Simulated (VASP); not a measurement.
# MnAs (Fm-3m) in VASP: further runs

One crystal, MnAs, is run at these levels: PBE+U; tasks: single point.

All numbers are computed with VASP 6.6.1; they aren't measurements. Logs are shortened: lines on timing, memory, paths and dates and some standing lists are left out, and cuts for length are marked.

**1. Starting point**

Symmetry: Fm-3m, No. 225, cubic system. The conventional cell has a = 5.237 Å, b = 5.237 Å, c = 5.237 Å, α = 90.00°, β = 90.00°, γ = 90.00°. Around Mn (site symmetry m-3m) lie 6 As at 2.62 Å. As (site symmetry m-3m) has 6 Mn at 2.62 Å as nearest neighbours.

The cell was built by a generator and needn't be a form met in nature.

**2. Single point, PBE+U, collinear spin, typed start**

File INCAR:

```
SYSTEM = MnAs
PREC = Accurate ; ENCUT = 520
EDIFF = 1E-7 ; ISMEAR = -1
SIGMA = 0.0712 ; LREAL = .False.
LASPH = .True. ; NELM = 150
ALGO = Normal ; ISIF = 2
LWAVE = .False. ; LCHARG = .False.
ISPIN = 2 ; MAGMOM = 4 0
LORBIT = 11 ; LMAXMIX = 4
LDAU = .True. ; LDAUTYPE = 2
LDAUL = 2 -1 ; LDAUU = 1.83 0
LDAUJ = 0 0 ; LDAUPRINT = 1
GGA = PE ; NBANDS = 20
```

File KPOINTS:

```
regular mesh
0
Gamma
  6 6 6
  0 0 0
```

File POSCAR:

```
MnAs
1.0
    0.0000000000      2.6183033800      2.6183033800
    2.6183033800      0.0000000000      2.6183033800
    2.6183033800      2.6183033800      0.0000000000
Mn As
1 1
Direct
    0.0000000000      0.0000000000      0.0000000000
    0.5000000000      0.5000000000      0.5000000000
```

Potentials or basis: VASP PAW PBE potentials, release 64 (Mn_pv, As).

On the command line:

```console
$ cat potpaw_PBE.64/Mn_pv/POTCAR potpaw_PBE.64/As/POTCAR > POTCAR
$ mpirun -np 1 vasp_std > vasp.out
```

OUTCAR:

```text
SYSTEM = MnAs
   PREC = Accurate
   ENCUT = 520
   EDIFF = 1E-7
   ISMEAR = -1
   LREAL = .False.
   LASPH = .True.
   NELM = 150
   ISIF = 2
   ISPIN = 2
   LORBIT = 11
   GGA = PE

 ion  position               nearest neighbor table
   1  0.000  0.000  0.000-   2 2.62   2 2.62   2 2.62   2 2.62   2 2.62   2 2.62
   2  0.500  0.500  0.500-   1 2.62   1 2.62   1 2.62   1 2.62   1 2.62   1 2.62

  LATTYP: Found a face centered cubic cell.
 ALAT       =     5.2366067600

  Lattice vectors:

 A1 = (   0.0000000000,   2.6183033800,   2.6183033800)
 A2 = (   2.6183033800,   0.0000000000,   2.6183033800)
 A3 = (   2.6183033800,   2.6183033800,   0.0000000000)

Analysis of symmetry for initial positions (statically):
=====================================================================
 Subroutine PRICEL returns:
 Original cell was already a primitive cell.

 Routine SETGRP: Setting up the symmetry group for a
 face centered cubic supercell.

 Subroutine GETGRP returns: Found 48 space group operations
 (whereof 48 operations were pure point group operations)
 out of a pool of 48 trial point group operations.

The static configuration has the point symmetry O_h .

Analysis of symmetry for dynamics (positions and initial velocities):
=====================================================================
 Subroutine PRICEL returns:
 Original cell was already a primitive cell.

 Routine SETGRP: Setting up the symmetry group for a
 face centered cubic supercell.

 Subroutine GETGRP returns: Found 48 space group operations
 (whereof 48 operations were pure point group operations)
 out of a pool of 48 trial point group operations.

The dynamic configuration has the point symmetry O_h .

Analysis of structural, dynamic, and magnetic symmetry:
=====================================================================
 Subroutine PRICEL returns:
 Original cell was already a primitive cell.

 Routine SETGRP: Setting up the symmetry group for a
 face centered cubic supercell.

 Subroutine GETGRP returns: Found 48 space group operations
 (whereof 48 operations were pure point group operations)
 out of a pool of 48 trial point group operations.

The overall configuration has the point symmetry O_h .

 Subroutine INISYM returns: Found 48 space group operations
 (whereof 48 operations are pure point group operations),
 and found     1 'primitive' translations

----------------------------------------------------------------------------------------

                                     Primitive cell

  volume of cell :      35.8996

  direct lattice vectors                    reciprocal lattice vectors
     0.000000000  2.618303380  2.618303380    -0.190963356  0.190963356  0.190963356
     2.618303380  0.000000000  2.618303380     0.190963356 -0.190963356  0.190963356
     2.618303380  2.618303380  0.000000000     0.190963356  0.190963356 -0.190963356

  length of vectors
     3.702840150  3.702840150  3.702840150     0.330758235  0.330758235  0.330758235

  position of ions in fractional coordinates (direct lattice)
     0.000000000  0.000000000  0.000000000
     0.500000000  0.500000000  0.500000000

  ion indices of the primitive-cell ions
   primitive index   ion index
                 1           1
                 2           2

----------------------------------------------------------------------------------------

[... 65 lines left out ...]
   NFREE  =      0    steps in history (QN), initial steepest desc. (CG)
   ISIF   =      2    stress and relaxation
   ISYM   =      2    0-nonsym 1-usesym 2-fastsym
   POTIM  = 0.5000    time-step for ionic-motion
   TEBEG  =    0.0;   TEEND  =   0.0 temperature during run
   PSTRESS=    0.0 pullay stress
   NELECT =      18.0000    total number of electrons
   NUPDOWN=      -1.0000    fix difference up-down
   EMIN   =  10.00;   EMAX   =-10.00  energy-range for DOS
   EFERMI =   0.00;   METHOD = LEGACY
   ISMEAR =    -1;   SIGMA  =   0.07  broadening in eV -4-tet -1-fermi 0-gaus
   EFERMI_NEDOS =   21; number of points for ismear=-14 and -15
   IALGO  =     38    algorithm
   IMIX   =      4    mixing-type and parameters
     AMIX     =   0.40;   BMIX     =  1.00
     AMIX_MAG =   1.60;   BMIX_MAG =  1.00
  volume/ion in A,a.u.               =      17.95       121.13
  Fermi-wavevector in a.u.,A,eV,Ry     =   1.300576  2.457732 23.014223  1.691498
  Thomas-Fermi vector in A             =   2.431766
   LORBIT       =     11    0 simple, 1 ext, 2 COOP (PROOUT), +10 PAW based schemes
 LDA+U is selected, type is set to LDAUTYPE =  2
   angular momentum for each species LDAUL =     2   -1
   U (eV)           for each species LDAUU =   1.8  0.0
   J (eV)           for each species LDAUJ =   0.0  0.0
   GGA     = PE    functional components
   LHFCALC =     F    Hartree Fock is set to
   AEXX    =    0.0000 exact exchange contribution
   IVDW    =     0    specifies the selected vdW correction
   LEPSILON=     F    determine dielectric tensor
   LRPA    =     F    only Hartree local field effects (RPA)
 spin polarized calculation
  energy-cutoff  :      520.00
  volume of cell :       35.90
 maximum number of plane-waves:       982
   NGX = 13   NGY = 13   NGZ = 13

atom =   1  type =  1  l = 2

 onsite density matrix

spin component  1

  0.9165 -0.0000  0.0000 -0.0000 -0.0000
 -0.0000  0.9165  0.0000 -0.0000 -0.0000
  0.0000  0.0000  0.8467 -0.0000 -0.0000
 -0.0000 -0.0000 -0.0000  0.9165  0.0000
 -0.0000 -0.0000 -0.0000  0.0000  0.8467

spin component  2

  0.0481  0.0000 -0.0000 -0.0000  0.0000
  0.0000  0.0481  0.0000 -0.0000  0.0000
 -0.0000  0.0000  0.1893  0.0000  0.0000
 -0.0000 -0.0000  0.0000  0.0481 -0.0000
  0.0000  0.0000  0.0000 -0.0000  0.1893

 occupancies and eigenvectors

  o =  0.0481  v =  0.0000  0.0000  0.0000  0.0000  0.0000 -0.0024  0.9976  0.0000 -0.0694 -0.0000      0.0000  0.0000  0.0000  0.0000  0.0000  0.0000  0.0000  0.0000  0.0000  0.0000
  o =  0.0481  v =  0.0000  0.0000  0.0000  0.0000  0.0000  0.0130  0.0694 -0.0000  0.9975 -0.0000      0.0000  0.0000  0.0000  0.0000  0.0000  0.0000  0.0000  0.0000  0.0000  0.0000
  o =  0.0481  v =  0.0000  0.0000  0.0000  0.0000  0.0000  0.9999  0.0015  0.0000 -0.0131 -0.0000      0.0000  0.0000  0.0000  0.0000  0.0000  0.0000  0.0000  0.0000  0.0000  0.0000
  o =  0.1893  v =  0.0000  0.0000  0.0000  0.0000  0.0000  0.0000  0.0000 -0.9979 -0.0000  0.0652      0.0000  0.0000  0.0000  0.0000  0.0000  0.0000  0.0000  0.0000  0.0000  0.0000
  o =  0.1893  v =  0.0000  0.0000  0.0000  0.0000  0.0000 -0.0000 -0.0000 -0.0652 -0.0000 -0.9979      0.0000  0.0000  0.0000  0.0000  0.0000  0.0000  0.0000  0.0000  0.0000  0.0000
  o =  0.8467  v =  0.0000  0.0000 -0.9117  0.0000 -0.4108  0.0000  0.0000  0.0000  0.0000  0.0000      0.0000  0.0000  0.0000  0.0000  0.0000  0.0000  0.0000  0.0000  0.0000  0.0000
  o =  0.8467  v =  0.0000 -0.0000  0.4108 -0.0000 -0.9117  0.0000  0.0000  0.0000  0.0000  0.0000      0.0000  0.0000  0.0000  0.0000  0.0000  0.0000  0.0000  0.0000  0.0000  0.0000
  o =  0.9165  v =  0.0000 -0.0476  0.0000  0.9989 -0.0000  0.0000  0.0000  0.0000  0.0000  0.0000      0.0000  0.0000  0.0000  0.0000  0.0000  0.0000  0.0000  0.0000  0.0000  0.0000
  o =  0.9165  v =  1.0000  0.0000  0.0000  0.0000  0.0000  0.0000  0.0000  0.0000  0.0000  0.0000      0.0000  0.0000  0.0000  0.0000  0.0000  0.0000  0.0000  0.0000  0.0000  0.0000
  o =  0.9165  v =  0.0000 -0.9989 -0.0000 -0.0476 -0.0000  0.0000  0.0000  0.0000  0.0000  0.0000      0.0000  0.0000  0.0000  0.0000  0.0000  0.0000  0.0000  0.0000  0.0000  0.0000

 number of electron      17.9999988 magnetization       3.9453199

 Free energy of the ion-electron system (eV)
  ---------------------------------------------------
  ext. energy  EPLUGINS =         0.00000000
  ---------------------------------------------------
  free energy    TOTEN  =       -12.90502907 eV

  energy without entropy =      -12.90042585  energy(sigma->0) =      -12.90272746

 E-fermi :   6.4533     XC(G=0): -10.9019

 val. band max:        6.3068879140   @ k =   0.1667   0.1667   0.0000
 cond. band min:       6.6741292659   @ k =   0.3333   0.1667   0.0000
 fundamental gap:      0.3672413519
 Fermi energy:         6.4532947055

 spin component 1

 k-point     1 :       0.0000    0.0000    0.0000
  band No.  band energies     occupation
      1     -44.2077      1.00000
      2     -44.2077      1.00000
      3     -44.2077      1.00000
      4      -6.4266      1.00000
      5       2.3637      1.00000
      6       2.3637      1.00000
[... 344 lines left out ...]
      6       1.7182      1.00000
[... 12 lines left out ...]
     19      23.3612      0.00000
     20      24.4967      0.00000
 Fermi energy:         6.4532947055

 spin component 2

 k-point     1 :       0.0000    0.0000    0.0000
  band No.  band energies     occupation
      1     -39.9618      1.00000
      2     -39.9618      1.00000
      3     -39.9618      1.00000
      4      -6.4401      1.00000
      5       6.9981      0.00048
      6       6.9981      0.00048
[... 357 lines left out ...]
     19      23.0779      0.00000
     20      25.0384      0.00000

------------------------ aborting loop because EDIFF is reached ----------------------------------------

  FORCE on cell =-STRESS in cart. coord.  units (eV):
  Direction    XX          YY          ZZ          XY          YZ          ZX
  --------------------------------------------------------------------------------------
  -------------------------------------------------------------------------------------
  Total        0.3849379      0.3849379      0.3849379      0.0000000     -0.0000000      0.0000000
  in kB       17.1795334     17.1795334     17.1795334      0.0000000     -0.0000000      0.0000000
  external PRESSURE =      17.1795334 kB  Pullay stress =       0.0000000 kB

 VOLUME and BASIS-vectors are now :
 -----------------------------------------------------------------------------
  energy-cutoff  :      520.00
  volume of cell :       35.90
      direct lattice vectors                 reciprocal lattice vectors
     0.000000000  2.618303380  2.618303380    -0.190963356  0.190963356  0.190963356
     2.618303380  0.000000000  2.618303380     0.190963356 -0.190963356  0.190963356
     2.618303380  2.618303380  0.000000000     0.190963356  0.190963356 -0.190963356

 POSITION                                       TOTAL-FORCE (eV/Angst)
 -----------------------------------------------------------------------------------
      0.00000      0.00000      0.00000        -0.000000     -0.000000      0.000000
      2.61830      2.61830      2.61830         0.000000      0.000000     -0.000000
 -----------------------------------------------------------------------------------
    total drift:                               -0.000000      0.000000      0.000000

  FREE ENERGIE OF THE ION-ELECTRON SYSTEM (eV)
  ---------------------------------------------------
  free  energy   TOTEN  =       -12.9050290716 eV

  energy  without entropy=      -12.9004258451  energy(sigma->0) =      -12.90272746

 total charge

# of ion       s       p       d       tot
------------------------------------------
    1        0.282   6.209   4.945  11.436
    2        1.235   1.542   0.034   2.811
--------------------------------------------------
tot          1.517   7.750   4.979  14.246

 magnetization (x)

# of ion       s       p       d       tot
------------------------------------------
    1        0.071   0.033   3.913   4.017
    2        0.015  -0.195   0.012  -0.168
--------------------------------------------------
tot          0.086  -0.162   3.925   3.849
```

Run time: 17 s. Hardware: 1 thread of Intel Xeon Platinum 8559C (Emerald Rapids), shared host; peak memory 0.17 GiB.

What came out:

```yaml
Free_energy: -12.9050 eV
Pressure: 1.7 GPa
Band_gap_on_the_k_mesh: none (metal or under the smearing width)
Net_moment: 3.95 μB per cell
Site_moments: Mn +4.02; As -0.17 μB
Valence_electrons_inside_the_program's_atomic_spheres: Mn 11.44; As 2.81
```

Eigenvalues of the final occupation matrices:
| site | spin | trace | eigenvalues |
| --- | --- | --- | --- |
| site 1 d | 1 | 4.44 | 0.85 0.85 0.92 0.92 0.92 |
| site 1 d | 2 | 0.52 | 0.05 0.05 0.05 0.19 0.19 |

Caveat: a cell with one magnetic atom can't hold antiferromagnetic order, which such compounds often take; the U is typed as a test and isn't derived for this compound. The state reached can hang on the start; a lower one may exist.

**3. Single point, PBE+U, collinear spin, typed start**

File INCAR:

```
ALGO = Normal
EDIFF = 1E-7
ENCUT = 520
GGA = PE
ISIF = 2
ISMEAR = 1
ISPIN = 2
LASPH = T
LCHARG = F
LDAU = T
LDAUJ = 0 0
LDAUL = 2 -1
LDAUPRINT = 1
LDAUTYPE = 2
LDAUU = 1.83 0
LMAXMIX = 4
LORBIT = 11
LREAL = F
LWAVE = F
MAGMOM = 4 0
NBANDS = 20
NELM = 150
PREC = Accurate
SIGMA = 0.15
```

File KPOINTS:

```
k-points
0
Gamma
  6 6 6
```

POSCAR is that of step 2.

Potentials or basis: VASP PAW PBE potentials, release 64 (Mn_pv, As).

On the command line:

```console
$ cat potpaw_PBE.64/Mn_pv/POTCAR potpaw_PBE.64/As/POTCAR > POTCAR
$ mpirun -np 1 vasp_std > vasp.out
```

Wall time 17 s (1 thread of Intel Xeon Platinum 8559C (Emerald Rapids), shared host); peak memory 0.17 GiB.

It converged, with:

```
Free energy                                           : -12.9020 eV
Pressure                                              : 1.8 GPa
Band gap on the k mesh                                : none (metal or under the smearing width)
Net moment                                            : 3.95 μB per cell
Site moments                                          : Mn +4.02; As -0.17 μB
Valence electrons inside the program's atomic spheres : Mn 11.44; As 2.81
```

Levels at points of the mesh, in eV from the Fermi level:
Spin up:
| k point | band 8 | band 9 | band 10 | band 11 | band 12 | band 13 | band 14 | band 15 |
| --- | --- | --- | --- | --- | --- | --- | --- | --- |
| (0.00, 0.00, 0.00) | -3.89 | -3.89 | 0.70 | 0.70 | 0.70 | 4.20 | 8.99 | 8.99 |
| (0.50, 0.00, 0.00) | -3.74 | -3.74 | -3.14 | 2.24 | 2.24 | 3.73 | 5.60 | 5.60 |
| (0.50, 0.50, 0.00) | -3.66 | -3.66 | -2.55 | -1.92 | -1.92 | 1.21 | 5.28 | 13.63 |
Spin down:
```
           k point  band 3  band 4  band 5  band 6  band 7  band 8  band 9  band 10  band 11  band 12
(0.00, 0.00, 0.00)  -46.56  -13.03    0.40    0.40    0.54    0.54    0.54     0.64     0.64     0.64
(0.50, 0.00, 0.00)  -46.56  -11.07   -6.11   -2.30   -2.30    1.62    1.62     1.90     3.97     4.42
(0.50, 0.50, 0.00)  -46.57  -10.77   -5.14   -1.90   -1.90   -0.66    0.82     1.58     1.96     1.96
```

Eigenvalues of the final occupation matrices:
```tsv
site	spin	trace	eigenvalues
site 1 d	1	4.44	0.85 0.85 0.92 0.92 0.92
site 1 d	2	0.52	0.05 0.05 0.05 0.19 0.19
```

Caveat: a cell with one magnetic atom can't hold antiferromagnetic order, which such compounds often take; the U is typed as a test and isn't derived for this compound. The state reached can hang on the start; a lower one may exist.

**4. Single point, PBE+U, collinear spin, typed start**

File INCAR:

```
ALGO     = Normal         # electronic algorithm
EDIFF    = 1E-7           # SCF threshold, eV
ENCUT    = 520            # plane-wave cutoff, eV
GGA      = PE             # functional
ISIF     = 2              # what is computed and relaxed
ISMEAR   = -1             # smearing method
ISPIN    = 2              # spin polarisation
LASPH    = True           # aspherical terms in the spheres
LCHARG   = False          # write CHGCAR
LDAU     = True           # DFT+U
LDAUJ    = 0 0          
LDAUL    = 2 -1           # shell
LDAUPRINT= 1            
LDAUTYPE = 2            
LDAUU    = 1.83 0         # U, eV
LMAXMIX  = 4              # l up to which the mixer works
LORBIT   = 11             # projections on sites
LREAL    = False          # projectors in reciprocal space
LWAVE    = False          # write WAVECAR
MAGMOM   = 4 0            # initial moments
NBANDS   = 20             # bands
NELM     = 150            # most SCF steps
PREC     = Accurate       # precision mode
SIGMA    = 0.0712         # smearing width, eV
```

KPOINTS is that of step 3.

POSCAR is that of step 3.

On the command line:

```console
$ cat potpaw_PBE.64/Mn_pv/POTCAR potpaw_PBE.64/As/POTCAR > POTCAR
$ mpirun -np 1 vasp_std > vasp.out
```

It took 16 s on 1 thread of Intel Xeon Platinum 8559C (Emerald Rapids), shared host; peak memory 0.17 GiB.

Results (log left out):

| Item | Value |
| --- | --- |
| Free energy | -12.9050 eV |
| Pressure | 1.7 GPa |
| Band gap on the k mesh | none (metal or under the smearing width) |
| Net moment | 3.95 μB per cell |
| Site moments | Mn +4.02; As -0.17 μB |
| Valence electrons inside the program's atomic spheres | Mn 11.44; As 2.81 |

Levels at points of the mesh, in eV from the Fermi level:
Spin up:
| k point | band 9 | band 10 | band 11 | band 12 | band 13 | band 14 |
| --- | --- | --- | --- | --- | --- | --- |
| (0.00, 0.00, 0.00) | -3.74 | 0.84 | 0.84 | 0.84 | 4.34 | 9.13 |
| (0.50, 0.00, 0.00) | -3.60 | -3.00 | 2.38 | 2.38 | 3.87 | 5.74 |
| (0.50, 0.50, 0.00) | -3.51 | -2.40 | -1.77 | -1.77 | 1.35 | 5.42 |
Spin down:
| k point | band 5 | band 6 | band 7 | band 8 | band 9 | band 10 |
| --- | --- | --- | --- | --- | --- | --- |
| (0.00, 0.00, 0.00) | 0.54 | 0.54 | 0.68 | 0.68 | 0.68 | 0.78 |
| (0.50, 0.00, 0.00) | -5.97 | -2.16 | -2.16 | 1.76 | 1.76 | 2.04 |
| (0.50, 0.50, 0.00) | -5.00 | -1.76 | -1.76 | -0.52 | 0.97 | 1.72 |

Eigenvalues of the final occupation matrices:
| site | spin | trace | eigenvalues |
| --- | --- | --- | --- |
| site 1 d | 1 | 4.44 | 0.85 0.85 0.92 0.92 0.92 |
| site 1 d | 2 | 0.52 | 0.05 0.05 0.05 0.19 0.19 |

Caveat: a cell with one magnetic atom can't hold antiferromagnetic order, which such compounds often take; the U is typed as a test and isn't derived for this compound. The state reached can hang on the start; a lower one may exist.
